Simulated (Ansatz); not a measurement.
## TaS2: band structure with m-r2SCAN

The system is TaS2.

```
Ta S
1.0
     3.35000    0.00000    0.00000
    -1.67500    2.90119    0.00000
     0.00000    0.00000    5.86000
Ta S
1 2
Cartesian
  0.0000 0.0000 0.0000
  1.6750 0.9671 4.3950
  0.0000 1.9341 1.4650
```

* Program: Ansatz 0.2.0
* Task: band structure
* Functional: m-r2SCAN
* Potentials or basis: Ansatz PAW
* Cutoff: 500 eV (not typed: the program's choice for these potentials)
* k mesh: 9 × 9 × 5
* Occupations: fermi-dirac, width 0.05 eV
* Spin: no spin polarisation
* Path: [["G", "M", "K", "G", "A", "L", "H", "A"], ["L", "M"], ["K", "H"]]
* Points for each segment of the path: 14

| Quantity | Value |
| --- | --- |
| Pressure | 7.8 GPa |
| Largest force | 1.003 eV/Å |
| Band gap on the k mesh | none (metal or under the smearing width) |

Forces in eV/Å, atoms in the order of the input:
```
Ta   0.000  0.000  0.000
S    0.000  0.000 -1.003
S    0.000  0.000  1.003
```

Stress tensor (GPa, compression positive):
```
6.84 0.00 0.00
0.00 6.84 0.00
0.00 0.00 9.82
```

Levels at the corners of the path, in eV from the Fermi level:
```tsv
point	band 10	band 11	band 12	band 13	band 14	band 15
Γ	-1.57	-1.01	-1.01	0.02	0.02	0.33
M	-4.46	-3.77	-2.55	-0.82	2.55	3.17
K	-4.11	-4.11	-3.50	1.27	2.22	2.22
Γ	-1.57	-1.01	-1.01	0.02	0.02	0.33
A	-3.85	-1.15	-1.15	-0.01	-0.01	1.34
L	-4.60	-2.52	-2.27	-1.26	2.54	3.16
H	-4.10	-3.86	-3.86	1.36	1.55	1.55
A	-3.85	-1.15	-1.15	-0.01	-0.01	1.34
L	-4.60	-2.52	-2.27	-1.26	2.54	3.16
M	-4.46	-3.77	-2.55	-0.82	2.55	3.17
K	-4.11	-4.11	-3.50	1.27	2.22	2.22
H	-4.10	-3.86	-3.86	1.36	1.55	1.55
```

Wall time 4.3 s on 2 threads of Intel(R) Xeon(R) Platinum 8488C (Sapphire Rapids) (shared host), peak memory 0.54 GiB.

Caveat: spin-orbit coupling is left out, which moves the levels of the heavy elements; the PAW data sets come from PBE, with cores solved anew for the run's functional, which leaves a small shift of forces and pressure; forces of over 1 eV/Å show positions far from the minimum, so gaps and moduli don't describe the material at rest.
